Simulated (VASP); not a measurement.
# KCl (Sylvite) (Fm-3m) in VASP: settings compared

Aim: see how the results for KCl (Sylvite) move with the level of theory and the settings. Levels: PBEsol, r2SCAN, r2SCAN-EpsX+rVV10. Tasks: band structure, density of states.

Everything below comes from runs of VASP 6.6.1. Logs are shortened: lines on timing, memory, paths and dates and some standing lists are left out, and cuts for length are marked.

**Experimental background.**

From a printed reference work, monograph, for a bulk crystal of KCl: band gap 8.68 eV.

How close the calculation comes is told below.

## Step 1: The structure

The structure is cubic, space group Fm-3m (No. 225). The conventional cell has a = 6.293 Å, b = 6.293 Å, c = 6.293 Å, α = 90.00°, β = 90.00°, γ = 90.00°. K (site symmetry m-3m) is surrounded by 6 Cl at 3.15 Å. Around Cl (site symmetry m-3m) lie 6 K at 3.15 Å.

## Step 2: Band structure, PBEsol

File INCAR:

```
SYSTEM = KCl
PREC = Accurate
ENCUT = 520
EDIFF = 1E-6
ISMEAR = 0
SIGMA = 0.02
LREAL = .False.
LASPH = .True.
NELM = 60
ALGO = Fast
ISIF = 2
LWAVE = .False.
LCHARG = .False.
GGA = PS
NBANDS = 15
```

File KPOINTS:

```
Automatic mesh
0
Gamma
  8 8 8
  0 0 0
```

File POSCAR:

```
KCl
1.0
    0.0000000000      3.1464700000      3.1464700000
    3.1464700000      0.0000000000      3.1464700000
    3.1464700000      3.1464700000      0.0000000000
K Cl
1 1
Direct
    0.0000000000      0.0000000000      0.0000000000
    0.5000000000      0.5000000000      0.5000000000
```

File KPOINTS_OPT:

```
path GXWKGLUWLK,UX
10
line-mode
reciprocal
 0.0000000000  0.0000000000  0.0000000000  G
 0.5000000000  0.0000000000  0.5000000000  X

 0.5000000000  0.0000000000  0.5000000000  X
 0.5000000000  0.2500000000  0.7500000000  W

 0.5000000000  0.2500000000  0.7500000000  W
 0.3750000000  0.3750000000  0.7500000000  K

 0.3750000000  0.3750000000  0.7500000000  K
 0.0000000000  0.0000000000  0.0000000000  G

 0.0000000000  0.0000000000  0.0000000000  G
 0.5000000000  0.5000000000  0.5000000000  L

 0.5000000000  0.5000000000  0.5000000000  L
 0.6250000000  0.2500000000  0.6250000000  U

 0.6250000000  0.2500000000  0.6250000000  U
 0.5000000000  0.2500000000  0.7500000000  W

 0.5000000000  0.2500000000  0.7500000000  W
 0.5000000000  0.5000000000  0.5000000000  L

 0.5000000000  0.5000000000  0.5000000000  L
 0.3750000000  0.3750000000  0.7500000000  K

 0.6250000000  0.2500000000  0.6250000000  U
 0.5000000000  0.0000000000  0.5000000000  X
```

Potentials or basis: VASP PAW PBE potentials, release 64 (K_sv, Cl).

Run with:

```bash
$ cat potpaw_PBE.64/K_sv/POTCAR potpaw_PBE.64/Cl/POTCAR > POTCAR
$ mpirun -np 1 vasp_std > vasp.out
```

OUTCAR:

```text
SYSTEM = KCl
   PREC = Accurate
   ENCUT = 520
   EDIFF = 1E-6
   ISMEAR = 0
   LREAL = .False.
   LASPH = .True.
   NELM = 60
   ISIF = 2
   GGA = PS

 ion  position               nearest neighbor table
   1  0.000  0.000  0.000-   2 3.15   2 3.15   2 3.15   2 3.15   2 3.15   2 3.15
   2  0.500  0.500  0.500-   1 3.15   1 3.15   1 3.15   1 3.15   1 3.15   1 3.15

  LATTYP: Found a face centered cubic cell.
 ALAT       =     6.2929400000

  Lattice vectors:

 A1 = (   0.0000000000,   3.1464700000,   3.1464700000)
 A2 = (   3.1464700000,   0.0000000000,   3.1464700000)
 A3 = (   3.1464700000,   3.1464700000,   0.0000000000)

Analysis of symmetry for initial positions (statically):
=====================================================================
 Subroutine PRICEL returns:
 Original cell was already a primitive cell.

 Routine SETGRP: Setting up the symmetry group for a
 face centered cubic supercell.

 Subroutine GETGRP returns: Found 48 space group operations
 (whereof 48 operations were pure point group operations)
 out of a pool of 48 trial point group operations.

The static configuration has the point symmetry O_h .

Analysis of symmetry for dynamics (positions and initial velocities):
=====================================================================
 Subroutine PRICEL returns:
 Original cell was already a primitive cell.

 Routine SETGRP: Setting up the symmetry group for a
 face centered cubic supercell.

 Subroutine GETGRP returns: Found 48 space group operations
 (whereof 48 operations were pure point group operations)
 out of a pool of 48 trial point group operations.

The dynamic configuration has the point symmetry O_h .

 Subroutine INISYM returns: Found 48 space group operations
 (whereof 48 operations are pure point group operations),
 and found     1 'primitive' translations

----------------------------------------------------------------------------------------

                                     Primitive cell

  volume of cell :      62.3018

  direct lattice vectors                    reciprocal lattice vectors
     0.000000000  3.146470000  3.146470000    -0.158908237  0.158908237  0.158908237
     3.146470000  0.000000000  3.146470000     0.158908237 -0.158908237  0.158908237
     3.146470000  3.146470000  0.000000000     0.158908237  0.158908237 -0.158908237

  length of vectors
     4.449780548  4.449780548  4.449780548     0.275237140  0.275237140  0.275237140

  position of ions in fractional coordinates (direct lattice)
     0.000000000  0.000000000  0.000000000
     0.500000000  0.500000000  0.500000000

  ion indices of the primitive-cell ions
   primitive index   ion index
                 1           1
                 2           2

----------------------------------------------------------------------------------------

 KPOINTS: Automatic mesh

Automatic generation of k-mesh.
 Grid dimensions read from file:
 generate k-points for:    8    8    8

 Generating k-lattice:

  Cartesian coordinates                     Fractional coordinates (reciprocal lattice)
    -0.019863530  0.019863530  0.019863530     0.125000000  0.000000000  0.000000000
     0.019863530 -0.019863530  0.019863530     0.000000000  0.125000000  0.000000000
     0.019863530  0.019863530 -0.019863530     0.000000000  0.000000000  0.125000000

  Length of vectors
     0.034404642  0.034404642  0.034404642

  Shift w.r.t. Gamma in fractional coordinates (k-lattice)
     0.000000000  0.000000000  0.000000000

 Subroutine IBZKPT returns following result:
 ===========================================

 Found     29 irreducible k-points:

 Following reciprocal coordinates:
            Coordinates               Weight
  0.000000  0.000000  0.000000      1.000000
  0.125000  0.000000  0.000000      8.000000
  0.250000  0.000000  0.000000      8.000000
  0.375000  0.000000  0.000000      8.000000
  0.500000  0.000000  0.000000      4.000000
  0.125000  0.125000  0.000000      6.000000
[... 16 lines left out ...]
  0.500000  0.250000  0.125000     48.000000
 -0.375000  0.250000  0.125000     24.000000
 [... further k-points ...]
   k-points           NKPTS =     29   k-points in BZ     NKDIM =     29   number of bands    NBANDS=     15
   number of dos      NEDOS =    301   number of ions     NIONS =      2
   total plane-waves  NPLWV =  46656
   dimension x,y,z NGX =    36 NGY =   36 NGZ =   36
   dimension x,y,z NGXF=    72 NGYF=   72 NGZF=   72
   ions per type =               1   1
   NGX,Y,Z   is equivalent  to a cutoff of  13.45, 13.45, 13.45 a.u.
   NGXF,Y,Z  is equivalent  to a cutoff of  26.90, 26.90, 26.90 a.u.
 SYSTEM =  KCl
   PREC   = accura    normal or accurate (medium, high low for compatibility)
   ISTART =      0    job   : 0-new  1-cont  2-samecut
   ICHARG =      2    charge: 1-file 2-atom 10-const
   ISPIN  =      1    spin polarized calculation?
   LNONCOLLINEAR =      F non collinear calculations
[... 34 lines left out ...]
   LRPA    =     F    only Hartree local field effects (RPA)
 non-spin polarized calculation
 RMM-DIIS sequential band-by-band and
 Gauss-broadening in eV      SIGMA  =   0.02
  energy-cutoff  :      520.00
  volume of cell :       62.30
 maximum number of plane-waves:      1700
 NGX is ok and might be reduce to    36

 number of electron      16.0000001 magnetization

 Free energy of the ion-electron system (eV)
  ---------------------------------------------------
  ext. energy  EPLUGINS =         0.00000000
  ---------------------------------------------------
  free energy    TOTEN  =        -7.02204098 eV

  energy without entropy =       -7.02204098  energy(sigma->0) =       -7.02204098

 E-fermi :  -1.7395     XC(G=0):  -7.7201

 val. band max:       -1.9063803805   @ k =   0.0000   0.0000   0.0000
 cond. band min:       3.1168150718   @ k =   0.0000   0.0000   0.0000
 fundamental gap:      5.0231954523
 Fermi energy:        -1.7394628689

 k-point     1 :       0.0000    0.0000    0.0000
  band No.  band energies     occupation
      1     -28.9506      2.00000
      2     -13.9976      2.00000
      3     -12.4769      2.00000
      4     -12.4769      2.00000
      5     -12.4769      2.00000
      6      -1.9064      2.00000
      7      -1.9064      2.00000
      8      -1.9064      2.00000
      9       3.1168      0.00000
     10       6.3891      0.00000
     11       6.3891      0.00000
     12       6.3891      0.00000
     13       7.2745      0.00000
     14       7.2745      0.00000
     15      10.8436      0.00000

 k-point     2 :       0.1250    0.0000    0.0000
  band No.  band energies     occupation
      1     -28.9489      2.00000
      2     -14.0275      2.00000
      3     -12.4783      2.00000
      4     -12.4783      2.00000
      5     -12.4391      2.00000
      6      -2.1038      2.00000
      7      -1.9584      2.00000
      8      -1.9584      2.00000
      9       3.4967      0.00000
     10       6.2594      0.00000
     11       6.5867      0.00000
     12       6.5867      0.00000
     13       7.4890      0.00000
     14       7.4890      0.00000
     15      11.4468      0.00000

 k-point     3 :       0.2500    0.0000    0.0000
  band No.  band energies     occupation
      1     -28.9450      2.00000
      2     -14.0945      2.00000
      3     -12.4817      2.00000
      4     -12.4817      2.00000
      5     -12.3526      2.00000
      6      -2.5131      2.00000
      7      -2.0792      2.00000
      8      -2.0792      2.00000
      9       4.3853      0.00000
     10       6.1486      0.00000
     11       7.1482      0.00000
     12       7.1482      0.00000
     13       8.0796      0.00000
     14       8.0796      0.00000
     15      11.6552      0.00000
[... 343 lines left out ...]
 k-point    23 :       0.5000    0.2500    0.1250
  band No.  band energies     occupation
      1     -28.9391      2.00000
      2     -14.0877      2.00000
      3     -12.5316      2.00000
      4     -12.5013      2.00000
      5     -12.3381      2.00000
      6      -2.7397      2.00000
      7      -2.2570      2.00000
      8      -2.2080      2.00000
      9       5.5803      0.00000
     10       5.9243      0.00000
     11       8.0281      0.00000
     12       8.3037      0.00000
     13       8.6981      0.00000
     14       9.1527      0.00000
     15       9.9329      0.00000

 k-point    24 :      -0.3750    0.2500    0.1250
  band No.  band energies     occupation
      1     -28.9378      2.00000
      2     -14.0916      2.00000
      3     -12.5336      2.00000
      4     -12.5110      2.00000
      5     -12.3295      2.00000
      6      -2.7717      2.00000
      7      -2.3194      2.00000
      8      -2.2464      2.00000
      9       5.7998      0.00000
     10       6.3182      0.00000
     11       8.0726      0.00000
     12       8.1780      0.00000
     13       8.9856      0.00000
     14       9.8485      0.00000
     15      10.0651      0.00000

 [... further k-points ...]

------------------------ aborting loop because EDIFF is reached ----------------------------------------

  FORCE on cell =-STRESS in cart. coord.  units (eV):
  Direction    XX          YY          ZZ          XY          YZ          ZX
  --------------------------------------------------------------------------------------
  -------------------------------------------------------------------------------------
  Total       -0.1354760     -0.1354760     -0.1354760     -0.0000000      0.0000000     -0.0000000
  in kB       -3.4839528     -3.4839528     -3.4839528     -0.0000000      0.0000000     -0.0000000
  external PRESSURE =      -3.4839528 kB  Pullay stress =       0.0000000 kB

 VOLUME and BASIS-vectors are now :
 -----------------------------------------------------------------------------
  energy-cutoff  :      520.00
  volume of cell :       62.30
      direct lattice vectors                 reciprocal lattice vectors
     0.000000000  3.146470000  3.146470000    -0.158908237  0.158908237  0.158908237
     3.146470000  0.000000000  3.146470000     0.158908237 -0.158908237  0.158908237
     3.146470000  3.146470000  0.000000000     0.158908237  0.158908237 -0.158908237

 POSITION                                       TOTAL-FORCE (eV/Angst)
 -----------------------------------------------------------------------------------
      0.00000      0.00000      0.00000         0.000000      0.000000      0.000000
      3.14647      3.14647      3.14647        -0.000000     -0.000000     -0.000000
 -----------------------------------------------------------------------------------
    total drift:                                0.000000      0.000000      0.000000

  FREE ENERGIE OF THE ION-ELECTRON SYSTEM (eV)
  ---------------------------------------------------
  free  energy   TOTEN  =        -7.0220409825 eV

  energy  without entropy=       -7.0220409825  energy(sigma->0) =       -7.02204098
```

Wall time 63 s (1 thread of Intel Xeon 6975P-C (Granite Rapids), shared host); peak memory 0.23 GiB.

Results:

```yaml
Free_energy: -7.0220 eV
Pressure: -0.3 GPa
Band_gap_on_the_k_mesh: 5.02 eV, direct
Band_gap_along_the_path: 5.02 eV, direct
```

Levels at the corners of the path, in eV from the valence-band top:
| point | band 6 | band 7 | band 8 | band 9 | band 10 | band 11 |
| --- | --- | --- | --- | --- | --- | --- |
| Γ | 0.00 | 0.00 | 0.00 | 5.02 | 8.30 | 8.30 |
| X | -0.68 | -0.23 | -0.23 | 6.40 | 8.23 | 9.90 |
| X | -0.68 | -0.23 | -0.23 | 6.40 | 8.23 | 9.90 |
| W | -0.50 | -0.49 | -0.49 | 7.91 | 7.91 | 9.37 |
| W | -0.50 | -0.49 | -0.49 | 7.91 | 7.91 | 9.37 |
| K | -0.58 | -0.57 | -0.30 | 7.15 | 8.95 | 9.21 |
| K | -0.58 | -0.57 | -0.30 | 7.15 | 8.95 | 9.21 |
| Γ | 0.00 | 0.00 | 0.00 | 5.02 | 8.30 | 8.30 |
| Γ | 0.00 | 0.00 | 0.00 | 5.02 | 8.30 | 8.30 |
| L | -1.09 | -0.33 | -0.33 | 7.43 | 8.49 | 10.48 |
| L | -1.09 | -0.33 | -0.33 | 7.43 | 8.49 | 10.48 |
| U | -0.58 | -0.57 | -0.30 | 7.15 | 8.95 | 9.21 |
| U | -0.58 | -0.57 | -0.30 | 7.15 | 8.95 | 9.21 |
| W | -0.50 | -0.49 | -0.49 | 7.91 | 7.91 | 9.37 |
| W | -0.50 | -0.49 | -0.49 | 7.91 | 7.91 | 9.37 |
| L | -1.09 | -0.33 | -0.33 | 7.43 | 8.49 | 10.48 |
| L | -1.09 | -0.33 | -0.33 | 7.43 | 8.49 | 10.48 |
| K | -0.58 | -0.57 | -0.30 | 7.15 | 8.95 | 9.21 |
| U | -0.58 | -0.57 | -0.30 | 7.15 | 8.95 | 9.21 |
| X | -0.68 | -0.23 | -0.23 | 6.40 | 8.23 | 9.90 |

Caveat: the PAW data sets were made with another functional, which shifts forces and pressure a little.

## Step 3: Band structure, r2SCAN

INCAR: that of step 2 with these lines changed.

```diff
@@ -9,3 +9,3 @@
 NELM = 60
-ALGO = Fast
+ALGO = Normal
 ISIF = 2
@@ -13,3 +13,4 @@
 LCHARG = .False.
-GGA = PS
+METAGGA = R2SCAN
+LMIXTAU = .True.
 NBANDS = 15
```

KPOINTS is that of step 2.

POSCAR is that of step 2.

KPOINTS_OPT is that of step 2.

Potentials or basis: VASP PAW PBE potentials, release 64 (K_sv, Cl).

Run with:

```bash
$ cat potpaw_PBE.64/K_sv/POTCAR potpaw_PBE.64/Cl/POTCAR > POTCAR
$ mpirun -np 1 vasp_std > vasp.out
```

It took 2.8 min on 1 thread of Intel Xeon 6975P-C (Granite Rapids), shared host; peak memory 0.22 GiB.

It converged, with:

```yaml
Free_energy: -16.5065 eV
Pressure: 0.0 GPa
Band_gap_on_the_k_mesh: 5.83 eV, direct
Band_gap_along_the_path: 5.83 eV, direct
```

Levels at the corners of the path, in eV from the valence-band top:
```csv
point,band 5,band 6,band 7,band 8,band 9,band 10,band 11,band 12
Γ,-10.96,0.00,0.00,0.00,5.83,9.03,9.03,9.03
X,-11.01,-0.67,-0.23,-0.23,7.03,9.22,10.69,11.11
X,-11.01,-0.67,-0.23,-0.23,7.03,9.22,10.69,11.11
W,-10.88,-0.48,-0.48,-0.48,8.59,8.59,10.39,10.74
W,-10.88,-0.48,-0.48,-0.48,8.59,8.59,10.39,10.74
K,-10.91,-0.57,-0.55,-0.29,7.80,9.67,10.21,10.99
K,-10.91,-0.57,-0.55,-0.29,7.80,9.67,10.21,10.99
Γ,-10.96,0.00,0.00,0.00,5.83,9.03,9.03,9.03
Γ,-10.96,0.00,0.00,0.00,5.83,9.03,9.03,9.03
L,-10.74,-1.05,-0.32,-0.32,8.13,9.24,11.32,11.32
L,-10.74,-1.05,-0.32,-0.32,8.13,9.24,11.32,11.32
U,-10.91,-0.57,-0.55,-0.29,7.80,9.67,10.21,10.99
U,-10.91,-0.57,-0.55,-0.29,7.80,9.67,10.21,10.99
W,-10.88,-0.48,-0.48,-0.48,8.59,8.59,10.39,10.74
W,-10.88,-0.48,-0.48,-0.48,8.59,8.59,10.39,10.74
L,-10.74,-1.05,-0.32,-0.32,8.13,9.24,11.32,11.32
L,-10.74,-1.05,-0.32,-0.32,8.13,9.24,11.32,11.32
K,-10.91,-0.57,-0.55,-0.29,7.80,9.67,10.21,10.99
U,-10.91,-0.57,-0.55,-0.29,7.80,9.67,10.21,10.99
X,-11.01,-0.67,-0.23,-0.23,7.03,9.22,10.69,11.11
```

Caveat: the PAW data sets were made with another functional, which shifts forces and pressure a little.

## Step 4: Density of states, r2SCAN-EpsX+rVV10

POSCAR is that of step 3.

File INCAR.step1:

```
ALGO = Normal
EDIFF = 1E-8
ENCUT = 520
GGA = PE
ISIF = 2
ISMEAR = -1
LASPH = T
LCHARG = F
LEPSILON = T
LREAL = F
LWAVE = F
NELECT = 16.02
NELM = 80
PREC = Accurate
SIGMA = 0.02
```

File KPOINTS.step1:

```
Automatic mesh
0
G
  7 7 7
  0 0 0
```

File INCAR.step2:

```
ALGO = Normal
EDIFF = 1E-5
ENCUT = 520
GGA = PE
ISIF = 2
ISMEAR = -1
LASPH = T
LCHARG = F
LREAL = F
LWAVE = T
NELECT = 16.02
NELM = 80
PREC = Accurate
SIGMA = 0.02
```

File KPOINTS.step2:

```
k-points
0
Gamma
  4 4 4
```

File INCAR.step3:

```
AEXX = 0.4313
ALGO = Normal
BPARAM = 11.95
CPARAM = 0.0093
EDIFF = 1E-6
ENCUT = 520
ISIF = 2
ISMEAR = -5
ISTART = 1
IVDW_NL = 2
LASPH = T
LCHARG = F
LHFCALC = T
LMIXTAU = T
LORBIT = 10
LREAL = F
LUSE_VDW = T
LWAVE = F
METAGGA = R2SCAN
NEDOS = 1001
NELECT = 16.02
NELM = 80
PREC = Accurate
PRECFOCK = Fast
SIGMA = 0.02
```

File KPOINTS.step3:

```
k-points
0
Gamma
  4 4 4
```

Potentials or basis: VASP PAW PBE potentials, release 54 (K_sv, Cl).

Run with:

```bash
$ cat potpaw_PBE.54/K_sv/POTCAR potpaw_PBE.54/Cl/POTCAR > POTCAR
$ cp INCAR.step1 INCAR
$ cp KPOINTS.step1 KPOINTS
$ mpirun -np 1 vasp_std > vasp.out
$ cp INCAR.step2 INCAR
$ cp KPOINTS.step2 KPOINTS
$ mpirun -np 1 vasp_std > vasp.out
$ cp INCAR.step3 INCAR
$ cp KPOINTS.step3 KPOINTS
$ mpirun -np 1 vasp_std > vasp.out
```

Wall time 6.9 min (1 thread of Intel Xeon Platinum 8488C (Sapphire Rapids), shared host); peak memory 0.39 GiB.

These settings aren't checked as converged: the numbers below hold their error.

What came out:

```
Free energy                                           : -14.4051 eV
Band gap on the k mesh                                : none (metal or under the smearing width)
Valence electrons inside the program's atomic spheres : K 7.67; Cl 5.18
```

Caveat: the k mesh is coarse (spacing up to 0.43 Å⁻¹), so the values aren't converged, least of all with exact exchange; the cell is charged against a uniform background, so pressure and absolute levels hang on convention; the PAW data sets were made with another functional, which shifts forces and pressure a little; tetrahedron occupations give inexact forces and stress in metals.

## Step 5: For comparison

An earlier run on the cell as given: functional PBEsol; potentials or basis VASP PAW PBE potentials, release 64 (K_sv, Cl); cutoff 520 eV; k mesh 7 × 7 × 7; occupations fermi-dirac, width 0.05 eV; no spin polarisation.

- Pressure: -0.4 GPa
- Band gap on the k mesh: 5.02 eV, direct

## Step 6: The runs side by side

```csv
task,level,k mesh,smearing,gap on the mesh (eV),pressure (GPa)
band structure,PBEsol,8 × 8 × 8,gaussian 0.02 eV,5.02,-0.3
band structure,r2SCAN,8 × 8 × 8,gaussian 0.02 eV,5.83,0.0
single point,PBEsol,7 × 7 × 7,fermi-dirac 0.05 eV,5.02,-0.4
```

Alike in all rows: potentials or basis VASP PAW PBE potentials, release 64 (K_sv, Cl); no spin polarisation; cell as given; cutoff (eV) 520.

On the cell as given the gap runs from 5.02 eV (PBEsol) to 5.83 eV (r2SCAN); the meshes differ, which moves gaps too. The pressure there spans -0.4 GPa (PBEsol) to 0.0 GPa (r2SCAN); a positive pressure means that this level wants a larger cell, a negative one a smaller.

Caveats: the PAW data sets were made with another functional, which shifts forces and pressure a little; an odd mesh through Γ misses points on the zone boundary, where band edges often lie (some runs).

Total energies depend on the potentials used, so only differences within one code and one set of settings carry meaning.

## Step 7: Against experiment

Step 2. Against the measured gap of KCl, 8.68 eV (a printed reference work, monograph), the calculated 5.02 eV is off by -3.66 eV. The value is that of PBEsol, without temperature or zero-point motion. Semilocal functionals fall short of measured gaps as a rule.

Step 3. Measured gap of KCl: 8.68 eV (a printed reference work, monograph). This calculation gives 5.83 eV (-2.85 eV). The value is that of r2SCAN, without temperature or zero-point motion.
